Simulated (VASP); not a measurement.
# C (Fd-3m) in VASP: further runs

One crystal, C, is run at these levels: LDA; tasks: single point.

Program: VASP 6.6.1. These are calculated values, not measurements. Logs are shortened: lines on timing, memory, paths and dates and some standing lists are left out, and cuts for length are marked.

### Step 1. The undisturbed crystal

The structure is cubic, space group Fd-3m (No. 227). The conventional cell has a = 3.567 Å, b = 3.567 Å, c = 3.567 Å, α = 90.00°, β = 90.00°, γ = 90.00°. C (site symmetry -43m) has 4 C at 1.54 Å as nearest neighbours.

This isn't the form of C at room conditions, which is graphite.

### Step 2. Single point, LDA (grid = ENCUT=400 dk=0.45 cell=2x2x1 ISMEAR=0 SIGMA=0.05 LREAL=Auto EDIFF=1e-06)

INCAR

```
SYSTEM = C
PREC = Accurate
ENCUT = 400
EDIFF = 1E-6
ISMEAR = 0
SIGMA = 0.05
LREAL = Auto
LASPH = .TRUE.
NELM = 120
ALGO = Fast
ISIF = 2
LWAVE = .FALSE.
LCHARG = .FALSE.
GGA = CA
NBANDS = 24
```

KPOINTS

```
Automatic mesh
0
G
  7 7 7
  0 0 0
```

POSCAR

```
C
1.0
    0.0000000000      3.5667400000      3.5667400000
    3.5667400000      0.0000000000      3.5667400000
    1.7833700000      1.7833700000      0.0000000000
C
8
Direct
    0.3750000000      0.3750000000      0.7500000000
    0.3750000000      0.8750000000      0.7500000000
    0.8750000000      0.3750000000      0.7500000000
    0.8750000000      0.8750000000      0.7500000000
    0.2500000000      0.2500000000      0.5000000000
    0.2500000000      0.7500000000      0.5000000000
    0.7500000000      0.2500000000      0.5000000000
    0.7500000000      0.7500000000      0.5000000000
```

Potentials or basis: VASP PAW LDA potentials, release 64 (C).

On the command line:

```
> cat potpaw_LDA.64/C/POTCAR > POTCAR
> mpirun -np 1 vasp_std > vasp.out
```

OUTCAR:

```text
SYSTEM = C
   PREC = Accurate
   ENCUT = 400
   EDIFF = 1E-6
   ISMEAR = 0
   LREAL = Auto
   LASPH = .TRUE.
   NELM = 120
   ISIF = 2
   GGA = CA

 Found     64 irreducible k-points:

 Following reciprocal coordinates:
            Coordinates               Weight
  0.000000  0.000000  0.000000      1.000000
  0.142857  0.000000  0.000000      4.000000
  0.285714  0.000000  0.000000      4.000000
  0.428571  0.000000  0.000000      4.000000
  0.142857  0.142857  0.000000      2.000000
  0.285714  0.142857  0.000000      4.000000
   k-points           NKPTS =     64   k-points in BZ     NKDIM =     64   number of bands    NBANDS=     24
   number of dos      NEDOS =    301   number of ions     NIONS =      8
   total plane-waves  NPLWV =  20736
   dimension x,y,z NGX =    36 NGY =   36 NGZ =   16
   dimension x,y,z NGXF=    72 NGYF=   72 NGZF=   32
   ions per type =               8
   NGX,Y,Z   is equivalent  to a cutoff of  11.86, 11.86, 10.55 a.u.
   NGXF,Y,Z  is equivalent  to a cutoff of  23.73, 23.73, 21.09 a.u.
 SYSTEM =  C
   PREC   = accura    normal or accurate (medium, high low for compatibility)
   ISTART =      0    job   : 0-new  1-cont  2-samecut
   ICHARG =      2    charge: 1-file 2-atom 10-const
   ISPIN  =      1    spin polarized calculation?
   LNONCOLLINEAR =      F non collinear calculations
   LSORBIT =      F    spin-orbit coupling
   LASPH  =      T    aspherical Exc in radial PAW
   ENCUT  =  400.0 eV  29.40 Ry    5.42 a.u.   8.23  8.23  4.11*2*pi/ulx,y,z
   NELM   =    120;   NELMIN=  2; NELMDL= -5     # of ELM steps
   EDIFF  = 0.1E-05   stopping-criterion for ELM
   LREAL  =      T    real-space projection
   EDIFFG = 0.1E-04   stopping-criterion for IOM
   NSW    =      0    number of steps for IOM
   IBRION =     -1    ionic relax: 0-MD 1-quasi-New 2-CG
   NFREE  =      0    steps in history (QN), initial steepest desc. (CG)
   ISIF   =      2    stress and relaxation
   ISYM   =      2    0-nonsym 1-usesym 2-fastsym
   POTIM  = 0.5000    time-step for ionic-motion
   TEBEG  =    0.0;   TEEND  =   0.0 temperature during run
   PSTRESS=    0.0 pullay stress
   NELECT =      32.0000    total number of electrons
   NUPDOWN=      -1.0000    fix difference up-down
   EMIN   =  10.00;   EMAX   =-10.00  energy-range for DOS
   EFERMI =   0.00;   METHOD = LEGACY
   ISMEAR =     0;   SIGMA  =   0.05  broadening in eV -4-tet -1-fermi 0-gaus
   EFERMI_NEDOS =   21; number of points for ismear=-14 and -15
   IALGO  =     68    algorithm
   IMIX   =      4    mixing-type and parameters
     AMIX     =   0.40;   BMIX     =  1.00
     AMIX_MAG =   1.60;   BMIX_MAG =  1.00
  volume/ion in A,a.u.               =       5.67        38.28
  Fermi-wavevector in a.u.,A,eV,Ry     =   1.457203  2.753714 28.891161  2.123440
  Thomas-Fermi vector in A             =   2.574032
   LORBIT       =      0    0 simple, 1 ext, 2 COOP (PROOUT), +10 PAW based schemes
   GGA     = CA    functional components
   LHFCALC =     F    Hartree Fock is set to
   AEXX    =    0.0000 exact exchange contribution
   IVDW    =     0    specifies the selected vdW correction
   LEPSILON=     F    determine dielectric tensor
   LRPA    =     F    only Hartree local field effects (RPA)
 non-spin polarized calculation
 RMM-DIIS sequential band-by-band and
 Gauss-broadening in eV      SIGMA  =   0.05
  energy-cutoff  :      400.00
  volume of cell :       45.37
 maximum number of plane-waves:       838
 NGX is ok and might be reduce to    36
   NGX = 17   NGY = 17   NGZ =  9

 number of electron      32.0000001 magnetization

 Free energy of the ion-electron system (eV)
  ---------------------------------------------------
  ext. energy  EPLUGINS =         0.00000000
  ---------------------------------------------------
  free energy    TOTEN  =       -80.98805644 eV

  energy without entropy =      -80.98805644  energy(sigma->0) =      -80.98805644

 E-fermi :  10.0566     XC(G=0): -13.4998

 val. band max:        9.7442789619   @ k =   0.0000   0.0000   0.0000
 cond. band min:      13.8234053531   @ k =   0.2857   0.2857   0.0000
 fundamental gap:      4.0791263913
 Fermi energy:        10.0566496957

 k-point     1 :       0.0000    0.0000    0.0000
  band No.  band energies     occupation
      1     -11.5981      2.00000
      2      -5.7582      2.00000
      3      -5.7582      2.00000
      4      -3.6374      2.00000
      5      -3.6374      2.00000
      6      -2.8885      2.00000
[... 16 lines left out ...]
     23      18.1152      0.00000
     24      18.1156      0.00000

 k-point     2 :       0.1429    0.0000    0.0000
  band No.  band energies     occupation
      1     -11.4569      2.00000
      2      -6.7519      2.00000
      3      -5.8076      2.00000
      4      -3.9362      2.00000
      5      -3.3355      2.00000
      6      -2.4129      2.00000
[... 16 lines left out ...]
     23      18.1013      0.00000
     24      18.1022      0.00000

 k-point     3 :       0.2857    0.0000    0.0000
  band No.  band energies     occupation
      1     -11.0345      2.00000
      2      -8.1491      2.00000
      3      -5.8394      2.00000
      4      -4.7660      2.00000
      5      -2.5607      2.00000
      6      -0.5462      2.00000
[... 16 lines left out ...]
     23      18.0127      0.00000
     24      18.0133      0.00000

 k-point     4 :       0.4286    0.0000    0.0000
  band No.  band energies     occupation
      1     -10.3349      2.00000
      2      -9.3665      2.00000
      3      -5.7099      2.00000
      4      -5.3580      2.00000
      5      -1.5189      2.00000
      6      -0.5086      2.00000
[... 16 lines left out ...]
     23      17.7186      0.00000
     24      18.1600      0.00000

 k-point     5 :       0.1429    0.1429    0.0000
  band No.  band energies     occupation
      1     -11.4099      2.00000
      2      -6.1821      2.00000
      3      -6.1821      2.00000
      4      -5.0718      2.00000
      5      -2.8842      2.00000
      6      -2.8842      2.00000
[... 16 lines left out ...]
     23      18.0614      0.00000
     24      18.3729      0.00000

 k-point     6 :       0.2857    0.1429    0.0000
  band No.  band energies     occupation
      1     -11.0813      2.00000
      2      -7.5774      2.00000
      3      -5.9893      2.00000
      4      -5.4768      2.00000
      5      -2.9908      2.00000
      6      -0.9614      2.00000
[... 16 lines left out ...]
     23      18.0981      0.00000
     24      18.2529      0.00000

 [... further k-points ...]

------------------------ aborting loop because EDIFF is reached ----------------------------------------

  FORCE on cell =-STRESS in cart. coord.  units (eV):
  Direction    XX          YY          ZZ          XY          YZ          ZX
  --------------------------------------------------------------------------------------
  -------------------------------------------------------------------------------------
  Total       -4.3857712     -4.3857712     -4.4004783      0.0093779      0.0000000     -0.0000000
  in kB     -154.8610481   -154.8610481   -155.3803543      0.3311318      0.0000000     -0.0000000
  external PRESSURE =    -155.0341502 kB  Pullay stress =       0.0000000 kB

 VOLUME and BASIS-vectors are now :
 -----------------------------------------------------------------------------
  energy-cutoff  :      400.00
  volume of cell :       45.37
      direct lattice vectors                 reciprocal lattice vectors
     0.000000000  3.566740000  3.566740000    -0.140184034  0.140184034  0.140184034
     3.566740000  0.000000000  3.566740000     0.140184034 -0.140184034  0.140184034
     1.783370000  1.783370000  0.000000000     0.280368067  0.280368067 -0.280368067

 POSITION                                       TOTAL-FORCE (eV/Angst)
 -----------------------------------------------------------------------------------
      2.67505      2.67505      2.67505         0.000000      0.000000     -0.001490
      4.45843      2.67505      4.45843         0.000000      0.000000     -0.001490
      2.67505      4.45843      4.45843         0.000000      0.000000     -0.001490
      4.45843      4.45843      6.24179         0.000000      0.000000     -0.001490
      1.78337      1.78337      1.78337        -0.000000     -0.000000      0.001490
      3.56674      1.78337      3.56674        -0.000000     -0.000000      0.001490
      1.78337      3.56674      3.56674        -0.000000     -0.000000      0.001490
      3.56674      3.56674      5.35011        -0.000000     -0.000000      0.001490
 -----------------------------------------------------------------------------------
    total drift:                               -0.000000     -0.000000      0.000000

  FREE ENERGIE OF THE ION-ELECTRON SYSTEM (eV)
  ---------------------------------------------------
  free  energy   TOTEN  =       -80.9880564409 eV

  energy  without entropy=      -80.9880564409  energy(sigma->0) =      -80.98805644
```

It took 59 s on 1 thread of Intel Xeon Platinum 8488C (Sapphire Rapids), shared host; peak memory 0.15 GiB.

The run converged, but some of its settings lie outside the range that counts as converged, so its numbers aren't taken as properties of the crystal.

What came out:

```
Free energy            : -80.9881 eV
Band gap on the k mesh : 4.08 eV
```

Caveat: the k mesh is coarse (spacing up to 0.44 Å⁻¹), so the values aren't converged; the cutoff is under 1.25 times the usual one of these potentials, so pressure, stress and relaxed cells hold a basis-set (Pulay) error; an odd mesh through Γ misses points on the zone boundary, where band edges often lie.

(Part 1 of 2 ends here.)
